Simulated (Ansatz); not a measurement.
# ZnAu: how the settings move a relaxation

How sensitive is a relaxation of ZnAu to its settings? A reference run comes first, then one run with altered input.

Computed with Ansatz 0.2.0 (reference: DFT, PBEsol, PAW with Ansatz's default frozen-core files, scalar-relativistic; relaxation of cell and atoms, unless a step's input says otherwise).

### 1 Starting point

Symmetry: Pm-3m, No. 221, cubic system. Conventional cell: a = 3.147 Å, b = 3.147 Å, c = 3.147 Å, α = 90.00°, β = 90.00°, γ = 90.00°. Around Zn (site symmetry m-3m) lie 8 Au at 2.73 Å. Au (site symmetry m-3m) is surrounded by 8 Zn at 2.73 Å.

Coordinates:

```cif
data_structure
_symmetry_space_group_name_H-M 'P 1'
_symmetry_Int_Tables_number 1
_cell_length_a 3.1470
_cell_length_b 3.1470
_cell_length_c 3.1470
_cell_angle_alpha 90.000
_cell_angle_beta 90.000
_cell_angle_gamma 90.000
_cell_volume 31.17
loop_
_atom_site_label
_atom_site_type_symbol
_atom_site_fract_x
_atom_site_fract_y
_atom_site_fract_z
_atom_site_occupancy
Zn1 Zn 0.50000 0.50000 0.50000 1
Au1 Au 0.00000 0.00000 0.00000 1
```

### 2 The reference run

input.yaml

```yaml
crystal:
  lattice:
    - [3.147, 0.0, 0.0]
    - [0.0, 3.147, 0.0]
    - [0.0, 0.0, 3.147]
  atoms:
    - { symbol: Zn, position: [0.5, 0.5, 0.5] }
    - { symbol: Au, position: [0.0, 0.0, 0.0] }
kpoints:
  mp_grid: { grid: [12, 12, 12] }
scf:
  occupations: { method: fermi_dirac, width: 0.08 }
hamiltonian:
  xc: pbesol
  pseudopotentials: { kind: paw }
relax:
  f_tol: 0.002
  max_steps: 80
  cell: {}
output:
  forces: true
  stress: true
  write_density: true
  write_potential: true
  elf: true
  volumetric_format: npy
```

On the command line:

```console
ansatz run input.yaml --threads 1 --pin off --max-ram 3072MiB --backend cpu --events-out ev --progress --plain --runs-dir out
```

Excerpt of the output:

```text
[...]
Basis set: ecut = 420 eV, 619 PW (Γ), exchange–correlation on 48×48×48 points (8 copies of the dense FFT grid, shifted against one another)
[...]
k-points: 84 of 1728
[...]
SCF iter   1: F=—  HF=-16288.456454 eV  |F-HF|=—  |Δ(HF+E_count)|=         —  Δρ=4.89e-3  dr2=4.44e-3  ethr=1.77e-3  ⟨swp⟩=5.2  Hψ=7034  notcnv=0
preconditioner: auto → none  [metal: Δε(μ)=0.153 eV  Ē_g=12.653 eV  σ=0.080 eV  W_gap=0.42  n_scr=6 (ndim 8)  ℏωp=31.9 eV  f_vac=0.000  D(μ)=0.43/eV (n_scr^D=0)  sad-step TF]
SCF iter   2: F=—  HF=-16288.456286 eV  |F-HF|=—  |Δ(HF+E_count)|=   1.68e-4  Δρ=1.39e-3  dr2=4.25e-4  ethr=1.43e-5  ⟨swp⟩=2.0  Hψ=3293  notcnv=0  defer=5
[...]
relax step   1: F+E_penalty+E_count = -16288.45604604 eV  Δ(F+E_penalty+E_count) = +0.000e0 eV  max|allowed force component| = 9.006e-30 eV/Å  Δτ_max = 0.0000 Å  P = -2.378 GPa  Ω = 31.167 Å³  (6 SCF iters, dr2 threshold 1.00e-7 eV, accepted)
[...]
relax step   2: F+E_penalty+E_count = -16288.45919048 eV  Δ(F+E_penalty+E_count) = -3.144e-3 eV  max|allowed force component| = 1.906e-30 eV/Å  Δτ_max = 0.0000 Å  P = +1.476 GPa  Ω = 30.319 Å³  energy of the carried Pulay correction = +4.542e-4 eV  (6 SCF iter
[...]
relax step   3: F+E_penalty+E_count = -16288.46041548 eV  Δ(F+E_penalty+E_count) = -1.225e-3 eV  max|allowed force component| = 3.024e-30 eV/Å  Δτ_max = 0.0000 Å  P = -0.057 GPa  Ω = 30.638 Å³  energy of the carried Pulay correction = +2.817e-4 eV  (5 SCF iter
[...]
relax step   4: F+E_penalty+E_count = -16288.46042404 eV  Δ(F+E_penalty+E_count) = -8.556e-6 eV  max|allowed force component| = 2.498e-30 eV/Å  Δτ_max = 0.0000 Å  P = -0.001 GPa  Ω = 30.626 Å³  energy of the carried Pulay correction = +2.881e-4 eV  (4 SCF iter
[...]
SCF iter   5: F=—  HF=-16288.460124 eV  |F-HF|=—  |Δ(HF+E_count)|=   1.68e-9  Δρ=1.04e-6  dr2=1.25e-10  ethr=2.16e-11  ⟨swp⟩=2.0  Hψ=2131  notcnv=0
SCF iter   6: F=-16288.460124 eV  HF=-16288.460124 eV  |F-HF|=3.64e-12  |Δ(HF+E_count)|=  5.09e-11  Δρ=7.71e-8  dr2=7.94e-13  ethr=1.00e-12  ⟨swp⟩=4.3  Hψ=7544  notcnv=0
[...]
relax step   5: F+E_penalty+E_count = -16288.46012413 eV  Δ(F+E_penalty+E_count) = +2.999e-4 eV  max|allowed force component| = 7.100e-30 eV/Å  Δτ_max = 0.0000 Å  P = +0.002 GPa  Ω = 30.626 Å³  stress off target by 2.02e-3 GPa  SCF on the basis re-selected at 
[...]
SCF converged after 6 iterations
Free energy (F): -16288.460124 eV
[...]
E sigma→0 (E₀):  -16288.455595 eV
[...]
Fermi energy:    17.303845 eV
[...]
  P = ⅓ Tr σ = 0.0020 GPa (0.020 kbar)
[...]
--- Relaxed structure (4 steps of the walk, 4 accepted, 1 SCFs on fresh bases) ---
[...]
```

Run time: 12 s. Hardware: 1 thread of Intel Xeon Platinum 8488C (Sapphire Rapids), shared host; peak memory 0.39 GiB.

### 3 Changed: f_tol 0.1, max_displacement 0.5

Changes to input.yaml since step 2:

```diff
@@ -16,5 +16,6 @@
 relax:
-  f_tol: 0.002
+  f_tol: 0.1
   max_steps: 80
   cell: {}
+  max_displacement: 0.5
 output:
@@ -22,5 +23 @@
   stress: true
-  write_density: true
-  write_potential: true
-  elf: true
-  volumetric_format: npy
```

On the command line:

```console
ansatz run input.yaml --threads 1 --pin off --max-ram 3072MiB --backend cpu --events-out ev --progress --plain --runs-dir out
```

The log of the run:

```text
Engine: ansatz 0.2.0
Pseudopotentials: kind: paw
Pseudopotential: Zn, paw, valence charge 12, recommended cutoff 420 eV (normal), Zn.paw.azcp
Pseudopotential: Au, paw, valence charge 19, recommended cutoff 420 eV (normal), Au.paw.azcp
Functional definition: PBEsol
  exchange = pbesol_x
  correlation = pbesol_c
Crystal: 2 atoms, lattice volume = 31.167 Å³
Basis set: ecut = 420 eV, 619 PW (Γ), exchange–correlation on 48×48×48 points (8 copies of the dense FFT grid, shifted against one another)
Bands: 20, of which v1, the nominal top of the filled ones, is band 16 counted from 1 (15 counted from 0)
Symmetry: 48 space group operations
Space group: Pm-3m (ITA 221), of the structure as read, at distance tolerance 3.1e-5 Å
k-points: 84 of 1728
Non-local potential: Zn, projectors of the file, l = 0: 2, l = 1: 2, l = 2: 3, l = 3: 1
Non-local potential: Au, projectors of the file, l = 0: 3, l = 1: 2, l = 2: 2, l = 3: 1
PAW form: soft (Blöchl's): semilocal exchange-correlation on the pseudo side does not see the compensation charge
PAW frozen core: Zn, regenerated for the run's functional, and the local potential with it (the file was generated under x = pbe(κ = 0.804, μ = 0.2195149727645171), c = pbe(β = 0.06672455060314922))
PAW frozen core: Au, regenerated for the run's functional, and the local potential with it (the file was generated under x = pbe(κ = 0.804, μ = 0.2195149727645171), c = pbe(β = 0.06672455060314922))
PAW one-centre angular grid: Zn, 590 points (default); XC on 64 Gauss nodes
PAW one-centre angular grid: Au, 590 points (default); XC on 64 Gauss nodes
Initial density: superposition of atomic densities (neutral atoms: chi_scale 0, normalization atom), corrected by the library's trained network
Initial wavefunctions: pseudopotential atomic-orbital guess
Functional: x = pbesol(κ = 0.804, μ = 0.12345679012345678), c = pbesol(β = 0.046)
SCF iter   1: F=—  HF=-16288.456454 eV  |F-HF|=—  |Δ(HF+E_count)|=         —  Δρ=4.89e-3  dr2=4.44e-3  ethr=1.77e-3  ⟨swp⟩=5.2  Hψ=7034  notcnv=0
preconditioner: auto → none  [metal: Δε(μ)=0.153 eV  Ē_g=12.653 eV  σ=0.080 eV  W_gap=0.42  n_scr=6 (ndim 8)  ℏωp=31.9 eV  f_vac=0.000  D(μ)=0.43/eV (n_scr^D=0)  sad-step TF]
SCF iter   2: F=—  HF=-16288.456286 eV  |F-HF|=—  |Δ(HF+E_count)|=   1.68e-4  Δρ=1.39e-3  dr2=4.25e-4  ethr=1.43e-5  ⟨swp⟩=2.0  Hψ=3293  notcnv=0  defer=5
SCF iter   3: F=—  HF=-16288.456143 eV  |F-HF|=—  |Δ(HF+E_count)|=   1.43e-4  Δρ=1.21e-3  dr2=3.32e-4  ethr=1.37e-6  ⟨swp⟩=2.0  Hψ=2647  notcnv=0  defer=5
SCF iter   4: F=—  HF=-16288.456056 eV  |F-HF|=—  |Δ(HF+E_count)|=   8.71e-5  Δρ=3.70e-4  dr2=1.79e-5  ethr=1.07e-6  ⟨swp⟩=2.0  Hψ=2534  notcnv=0  defer=5
SCF iter   5: F=—  HF=-16288.456045 eV  |F-HF|=—  |Δ(HF+E_count)|=   1.09e-5  Δρ=7.93e-5  dr2=4.62e-7  ethr=5.77e-8  ⟨swp⟩=2.0  Hψ=2497  notcnv=0  defer=5
SCF iter   6: F=-16288.456046 eV  HF=-16288.456046 eV  |F-HF|=2.13e-9  |Δ(HF+E_count)|=   8.93e-7  Δρ=1.13e-5  dr2=1.21e-8  ethr=3.23e-10  ⟨swp⟩=4.3  Hψ=6009  notcnv=0
SCF 1 converged in 6 iterations: F = -16288.456046 eV  dr2 = 1.21e-8
relax step   1: F+E_penalty+E_count = -16288.45604604 eV  Δ(F+E_penalty+E_count) = +0.000e0 eV  max|allowed force component| = 2.958e-30 eV/Å  Δτ_max = 0.0000 Å  P = -2.378 GPa  Ω = 31.167 Å³  (6 SCF iters, dr2 threshold 1.00e-7 eV, accepted)
Crystal: 2 atoms, lattice volume = 30.319 Å³
Initial density: handed on by an earlier stage of this run
Initial wavefunctions: those handed on with the density
iter 1 solved again at ethr=2.03e-5 eV; its pass at ethr=3.10e-3 eV (dr2=6.30e-3 eV) is discarded
SCF iter   1: F=—  HF=-16288.460893 eV  |F-HF|=—  |Δ(HF+E_count)|=         —  Δρ=3.37e-3  dr2=5.81e-3  ethr=2.03e-5  ⟨swp⟩=1.6  Hψ=8999  notcnv=0
preconditioner: auto → none  [metal: Δε(μ)=0.176 eV  Ē_g=12.922 eV  σ=0.080 eV  W_gap=0.45  n_scr=6 (ndim 8)  ℏωp=32.3 eV  f_vac=0.000  D(μ)=0.41/eV (n_scr^D=0)]
SCF iter   2: F=—  HF=-16288.459871 eV  |F-HF|=—  |Δ(HF+E_count)|=   1.02e-3  Δρ=2.93e-3  dr2=2.29e-3  ethr=1.87e-5  ⟨swp⟩=2.4  Hψ=2830  notcnv=0
SCF iter   3: F=—  HF=-16288.459205 eV  |F-HF|=—  |Δ(HF+E_count)|=   6.66e-4  Δρ=6.40e-4  dr2=6.26e-5  ethr=7.38e-6  ⟨swp⟩=2.2  Hψ=2548  notcnv=0
SCF iter   4: F=—  HF=-16288.459195 eV  |F-HF|=—  |Δ(HF+E_count)|=   1.03e-5  Δρ=3.37e-4  dr2=1.61e-5  ethr=2.02e-7  ⟨swp⟩=2.0  Hψ=3057  notcnv=0
SCF iter   5: F=—  HF=-16288.459190 eV  |F-HF|=—  |Δ(HF+E_count)|=   4.14e-6  Δρ=5.36e-5  dr2=3.75e-7  ethr=5.18e-8  ⟨swp⟩=2.0  Hψ=2203  notcnv=0
SCF iter   6: F=-16288.459190 eV  HF=-16288.459190 eV  |F-HF|=5.24e-9  |Δ(HF+E_count)|=   6.75e-8  Δρ=5.09e-6  dr2=7.50e-9  ethr=6.45e-10  ⟨swp⟩=4.0  Hψ=5595  notcnv=0
SCF 2 converged in 6 iterations: F = -16288.459190 eV  dr2 = 7.50e-9
relax step   2: F+E_penalty+E_count = -16288.45919049 eV  Δ(F+E_penalty+E_count) = -3.144e-3 eV  max|allowed force component| = 6.804e-30 eV/Å  Δτ_max = 0.0000 Å  P = +1.476 GPa  Ω = 30.319 Å³  energy of the carried Pulay correction = +4.542e-4 eV  (6 SCF iters, dr2 threshold 2.00e-7 eV, accepted)
Crystal: 2 atoms, lattice volume = 30.638 Å³
iter 1 solved again at ethr=2.15e-6 eV; its pass at ethr=3.10e-3 eV (dr2=6.66e-4 eV) is discarded
SCF iter   1: F=—  HF=-16288.460662 eV  |F-HF|=—  |Δ(HF+E_count)|=         —  Δρ=1.28e-3  dr2=8.52e-4  ethr=2.15e-6  ⟨swp⟩=2.1  Hψ=8920  notcnv=0
preconditioner: auto → none  [metal: Δε(μ)=0.166 eV  Ē_g=12.835 eV  σ=0.080 eV  W_gap=0.45  n_scr=6 (ndim 8)  ℏωp=32.2 eV  f_vac=0.000  D(μ)=0.42/eV (n_scr^D=0)]
SCF iter   2: F=—  HF=-16288.460515 eV  |F-HF|=—  |Δ(HF+E_count)|=   1.47e-4  Δρ=1.12e-3  dr2=3.37e-4  ethr=2.15e-6  ⟨swp⟩=2.5  Hψ=2765  notcnv=0
SCF iter   3: F=—  HF=-16288.460416 eV  |F-HF|=—  |Δ(HF+E_count)|=   9.88e-5  Δρ=2.44e-4  dr2=9.46e-6  ethr=1.09e-6  ⟨swp⟩=2.3  Hψ=2543  notcnv=0
SCF iter   4: F=—  HF=-16288.460416 eV  |F-HF|=—  |Δ(HF+E_count)|=   2.19e-7  Δρ=1.25e-4  dr2=2.27e-6  ethr=3.05e-8  ⟨swp⟩=2.0  Hψ=2893  notcnv=0
SCF iter   5: F=-16288.460415 eV  HF=-16288.460415 eV  |F-HF|=3.31e-9  |Δ(HF+E_count)|=   5.92e-7  Δρ=2.01e-5  dr2=5.30e-8  ethr=6.45e-10  ⟨swp⟩=3.1  Hψ=6716  notcnv=0
SCF 3 converged in 5 iterations: F = -16288.460415 eV  dr2 = 5.30e-8
relax step   3: F+E_penalty+E_count = -16288.46041548 eV  Δ(F+E_penalty+E_count) = -1.225e-3 eV  max|allowed force component| = 2.432e-30 eV/Å  Δτ_max = 0.0000 Å  P = -0.057 GPa  Ω = 30.638 Å³  energy of the carried Pulay correction = +2.817e-4 eV  (5 SCF iters, dr2 threshold 2.00e-7 eV, accepted)
Crystal: 2 atoms, lattice volume = 30.626 Å³
iter 1 solved again at ethr=3.81e-9 eV; its pass at ethr=3.10e-3 eV (dr2=1.18e-6 eV) is discarded
SCF iter   1: F=—  HF=-16288.460422 eV  |F-HF|=—  |Δ(HF+E_count)|=         —  Δρ=5.17e-5  dr2=1.39e-6  ethr=3.81e-9  ⟨swp⟩=2.2  Hψ=8714  notcnv=0
preconditioner: auto → none  [metal: Δε(μ)=0.166 eV  Ē_g=12.838 eV  σ=0.080 eV  W_gap=0.44  n_scr=6 (ndim 8)  ℏωp=32.2 eV  f_vac=0.000  D(μ)=0.42/eV (n_scr^D=0)]
SCF iter   2: F=—  HF=-16288.460424 eV  |F-HF|=—  |Δ(HF+E_count)|=   1.85e-6  Δρ=4.07e-5  dr2=4.68e-7  ethr=3.81e-9  ⟨swp⟩=2.3  Hψ=2605  notcnv=0
SCF iter   3: F=—  HF=-16288.460424 eV  |F-HF|=—  |Δ(HF+E_count)|=   1.50e-7  Δρ=9.09e-6  dr2=1.94e-8  ethr=1.51e-9  ⟨swp⟩=2.0  Hψ=2518  notcnv=0
SCF iter   4: F=-16288.460424 eV  HF=-16288.460424 eV  |F-HF|=2.31e-9  |Δ(HF+E_count)|=   7.64e-9  Δρ=2.90e-6  dr2=1.36e-9  ethr=2.59e-11  ⟨swp⟩=4.0  Hψ=5693  notcnv=0
SCF 4 converged in 4 iterations: F = -16288.460424 eV  dr2 = 1.36e-9
relax step   4: F+E_penalty+E_count = -16288.46042404 eV  Δ(F+E_penalty+E_count) = -8.557e-6 eV  max|allowed force component| = 5.259e-31 eV/Å  Δτ_max = 0.0000 Å  P = -0.001 GPa  Ω = 30.626 Å³  energy of the carried Pulay correction = +2.881e-4 eV  (4 SCF iters, dr2 threshold 8.03e-9 eV, accepted)
Initial wavefunctions: pseudopotential atomic-orbital guess (no wavefunctions were taken with the density)
iter 1 solved again at ethr=2.33e-8 eV; its pass at ethr=3.10e-3 eV (dr2=7.24e-6 eV) is discarded
SCF iter   1: F=—  HF=-16288.460121 eV  |F-HF|=—  |Δ(HF+E_count)|=         —  Δρ=3.84e-5  dr2=1.09e-7  ethr=2.33e-8  ⟨swp⟩=3.0  Hψ=12013  notcnv=0
SCF iter   2: F=—  HF=-16288.460124 eV  |F-HF|=—  |Δ(HF+E_count)|=   3.19e-6  Δρ=3.91e-5  dr2=2.06e-7  ethr=3.51e-10  ⟨swp⟩=2.1  Hψ=2729  notcnv=0
SCF iter   3: F=—  HF=-16288.460124 eV  |F-HF|=—  |Δ(HF+E_count)|=   1.09e-8  Δρ=1.16e-5  dr2=3.21e-8  ethr=3.51e-10  ⟨swp⟩=2.0  Hψ=2613  notcnv=0
SCF iter   4: F=—  HF=-16288.460124 eV  |F-HF|=—  |Δ(HF+E_count)|=   2.31e-8  Δρ=4.45e-6  dr2=6.69e-9  ethr=1.04e-10  ⟨swp⟩=2.0  Hψ=2617  notcnv=0
SCF iter   5: F=—  HF=-16288.460124 eV  |F-HF|=—  |Δ(HF+E_count)|=   1.68e-9  Δρ=1.04e-6  dr2=1.25e-10  ethr=2.16e-11  ⟨swp⟩=2.0  Hψ=2131  notcnv=0
SCF iter   6: F=-16288.460124 eV  HF=-16288.460124 eV  |F-HF|=0.00e0  |Δ(HF+E_count)|=  5.46e-11  Δρ=7.70e-8  dr2=7.89e-13  ethr=1.00e-12  ⟨swp⟩=4.3  Hψ=7549  notcnv=0
SCF 5 converged in 6 iterations: F = -16288.460124 eV  dr2 = 7.89e-13
relax step   5: F+E_penalty+E_count = -16288.46012413 eV  Δ(F+E_penalty+E_count) = +2.999e-4 eV  max|allowed force component| = 4.799e-30 eV/Å  Δτ_max = 0.0000 Å  P = +0.002 GPa  Ω = 30.626 Å³  stress off target by 2.02e-3 GPa  SCF on the basis re-selected at this cell (its energy is not comparable with the rows above)  (6 SCF iters)
basis re-selected at this cell: Δ(F+E_penalty+E_count) = +2.999e-4 eV, ΔP = +0.003 GPa vs the last step (what re-selecting the basis moved, of the pressure what is left beyond the Pulay correction that the steps carried, after the strain that the cell walked since its last selection, with what the two solves' SCF thresholds leave and, on support functions, any second-order correction that the steps lacked; it is no measure of the basis error at this ecutwfc). This SCF's stress stands 2.02e-3 GPa from its target on what of the cell is left free (relax.cell.stress_tol is 5.00e-2 GPa) and its largest allowed force component is 4.80e-30 eV/Å (relax.f_tol is 1.00e-1 eV/Å): within both
SCF converged after 6 iterations
Free energy (F): -16288.460124 eV
Harris-Foulkes:  -16288.460124 eV  (|F-HF|=0.00e0)
Internal energy: -16288.451066 eV  (E = F + TS)
E sigma→0 (E₀):  -16288.455595 eV
Entropy (-TS):   -0.009058 eV (-4.529 meV/atom)
Fermi energy:    17.303845 eV
--- Per-component energies (eV) ---
  E_band       = -161.516933
  E_kinetic    = 736.772666
  E_local      = -3216.256535  (includes V_loc(G=0)·N_el)
  E_nonlocal   = 690.414656
  E_hartree    = 1357.151518
  E_xc         = -363.528206
  E_vxc        = -328.817396  (∫ρ·V_xc dr)
  E_paw        = -11355.330908  (= ΣΔE_a)
  E_vpaw       = -757.934303  (= ΣTr[D̂ρ^β])
  E_aug_tail   = 0.000937  (compensation charges beyond the density's cutoff)
  E_ewald      = -4138.782028
  E_core_change = 1.106834  (= ΣΔE_core)
  E_smearing   = -0.009058  (= −TS)
  E_closure    = 0.000000  (closes the sum)
  Σ components = -16288.460124   (vs F -16288.460124, Δ=0.00e0)
--- Forces (eV/Å), atoms counted from 1 ---
  atom   1  Zn     0.00000000     0.00000000    -0.00000000
  atom   2  Au    -0.00000000    -0.00000000    -0.00000000
  max |Σ_I F_I| component: 9.33e-30 eV/Å
--- Stress (GPa, compression-positive) ---
        0.002024       0.000000      -0.000000
        0.000000       0.002024      -0.000000
       -0.000000      -0.000000       0.002024
  P = ⅓ Tr σ = 0.0020 GPa (0.020 kbar)
--- Relaxed structure (4 steps of the walk, 4 accepted, 1 SCFs on fresh bases) ---
  F+E_penalty+E_count = -16288.46012413 eV   max|allowed force component| = 4.799e-30 eV/Å   (the final SCF, on the basis selected at the relaxed cell)
  cell:  # Å, volume = 30.6261 Å³
    - [3.1287008878687526, 6.419766481290786e-35, -2.5679065925163143e-34]
    - [3.2098832406453937e-34, 3.1287008878687526, 0.0]
    - [-3.851859888774472e-34, 0.0, 3.1287008878687526]
  atoms:
    - { symbol: Zn, position: [0.5, 0.5, 0.5] }
    - { symbol: Au, position: [-2.0399639279615161e-35, 1.5937218187226836e-36, 1.2749774549748424e-36] }
```

Run time: 9.4 s. Hardware: 1 thread of Intel Xeon Platinum 8488C (Sapphire Rapids), shared host; peak memory 0.38 GiB.

Energy and cycle count are those of the reference, so the change (convergence setting and walk settings) left the result and the number of cycles as they were.

### 4 All runs together

```csv
run,ending,energy change,pressure (GPa),gap (eV),force (eV/Å),cycles,time
reference,converged,0,0.0,0.00,0.00,27,12 s
"1: f_tol 0.1, max_displacement 0.5",converged,0.0 meV/atom,0.0,0.00,0.00,27,9.4 s
```

Times don't compare one to one where runs were asked for different outputs or read a saved state (see the inputs); cycles may leave out searches for a lower state.

Energy and cycle count are those of the reference, so the change (convergence setting and walk settings) left the result and the number of cycles as they were.
